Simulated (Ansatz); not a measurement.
# Si: the cost of one run

Computed with Ansatz 0.2.0 through its Python package. Level of theory: DFT PBE, plane waves, PAW.

## Step 1: The system

The structure is tetragonal, space group I4_1/amd (No. 141). Conventional cell: a = 4.743 Å, b = 4.743 Å, c = 2.659 Å, α = 90.00°, β = 90.00°, γ = 90.00°. Si (site symmetry -4m2) is surrounded by 6 Si at 2.46 to 2.66 Å.

No structure file is read: the coordinates are typed or built in the script.

## Step 2: The script

The input, si.py:

```python
# -*- coding: utf-8 -*-
"""Variable-cell relaxation of Si."""

import warnings

import ansatz
import matplotlib.pyplot as plt
import numpy as np
from pymatgen.core import Lattice, Structure
from pymatgen.io.ase import AseAtomsAdaptor

def edges_and_angles(cell):
    cell = np.asarray(cell)
    a, b, c = np.linalg.norm(cell, axis=1)
    cosines = cell[1] @ cell[2] / (b * c), cell[0] @ cell[2] / (a * c), cell[0] @ cell[1] / (a * b)
    return (a, b, c, *np.degrees(np.arccos(cosines)))


def main():
    warnings.simplefilter("ignore", ansatz.DeckWarning)

    pmg_structure = Structure(
        Lattice([(-2.371372, 2.371372, 1.329265), (2.371372, -2.371372, 1.329265), (2.371372, 2.371372, -1.329265)]),
        ["Si", "Si"],
        [
            (0.25, 0.75, 0.5),
            (0.5, 0.5, 0.0),
        ],
    )
    cell = ansatz.Crystal.from_ase(AseAtomsAdaptor.get_atoms(pmg_structure))

    # every cell quantity that the symmetry leaves free
    calculation = (
        cell.calculation()
        .functional("PBE")
        .kpoints(10, shift=0.5)
        .scf(self_checks="low")
        .basis(630)
        .occupations("Fermi-Dirac", width=0.1)
        .relax(force_tolerance=0.001, cell=True, stress_tolerance=0.1)
        .density_of_states(energy_step=0.1, method="smearing", broadening_width=0.1, projected=True)
    )
    steps = []


    def collect(event):
        if event["event"] == "relax_step":
            steps.append(event["data"])


    done = calculation.session().plan().execute(on_event=collect)
    data = done.report
    for s in steps:
        flag = "" if s["accepted"] else "  (rejected)"
        print("step %2d  E = %.5f eV  largest force component = %.4f eV/A%s" % (s["step"], s["lagrangian_ev"], s["allowed_force_max_ev_ang"], flag))

    first, last = steps[0], steps[-1]
    symbols = [site.symbol for site in done.lattice.sites]
    print(f"energy gained {first['lagrangian_ev'] - last['lagrangian_ev']:.4f} eV in {len(steps) - 1} steps")
    for label, vectors in (("before", first["cell_ang"]), ("after", done.lattice.cell_ang)):
        print(label, "a b c (A) {:.4f} {:.4f} {:.4f}  angles {:.2f} {:.2f} {:.2f}".format(*edges_and_angles(vectors)), f" V = {abs(np.linalg.det(vectors)):.3f} A^3")
    print("final stress xx yy zz (GPa, compression positive):", np.round(np.diag(data["stress_gpa"]), 3) + 0.0)

    print("atom   start x y z (A)              end x y z (A)")
    for symbol, a, b in zip(symbols, first["positions_ang"], last["positions_ang"]):
        print(f"{symbol:3s}", " ".join(f"{v:8.4f}" for v in a), "  ", " ".join(f"{v:8.4f}" for v in b))

    print("relaxed fractional positions")
    for site in done.lattice.sites:
        print(f"  {site.symbol:2s}", " ".join(f"{v % 1:8.5f}" for v in np.round(site.position_frac, 5)))

    print(f"free energy      {data['free_energy_ev']:.5f} eV")
    print(f"per atom         {data['free_energy_ev'] / len(done.lattice.sites):.5f} eV")
    print(f"SCF iterations   {data['n_iterations']}  (converged: {data['converged']})")

    dos = done.density_of_states()
    energy = np.asarray(dos.energies_ev) - dos.fermi_ev
    projected = done.projected_density_of_states()
    fig, ax = plt.subplots(figsize=(5, 3.4))
    for name in sorted({site.species for site in projected.sites}):
        curve = sum(np.sum(part.g_bin_mean_per_ev, axis=0) for site in projected.sites if site.species == name for shell in site.shells for part in shell.curves)
        ax.plot(energy, curve, label=name)
        window = (energy > -4) & (energy <= 0)
        print(f"{name}: {curve[window].sum() * (energy[1] - energy[0]):.3f} projected states in the 4 eV under E_F")
    ax.set(xlim=(-8, 6), xlabel="E - E_F (eV)", ylabel="states/eV")
    ax.legend()
    fig.savefig("pdos.png", dpi=100)


if __name__ == "__main__":
    main()
```

## Step 3: What the engine is handed

The package turns the script's settings into the engine's input:

```yaml
crystal:
  lattice:
    - [-2.371372, 2.371372, 1.329265]
    - [2.371372, -2.371372, 1.329265]
    - [2.371372, 2.371372, -1.329265]
  atoms:
    - { symbol: Si, position: [0.25, 0.75, 0.5] }
    - { symbol: Si, position: [0.5, 0.5, 0.0] }
basis:
  ecutwfc: 630.0
kpoints:
  mp_grid:
    grid: [10, 10, 10]
    shift: [0.5, 0.5, 0.5]
hamiltonian:
  xc: pbe
scf:
  self_checks: low
  occupations:
    method: fermi_dirac
    width: 0.1
relax:
  f_tol: 0.001
  cell:
    stress_tol: 0.1
output:
  dos:
    de: 0.1
    method:
      smearing:
        sigma: 0.1
    projected: true
```

## Step 4: Running it

Command:

```console
> python si.py
```

**Question.** How long does this script take on 1 thread of Arm Neoverse N1, shared host, and how much memory does it need?

About 22 s, with a peak of 0.49 GiB.
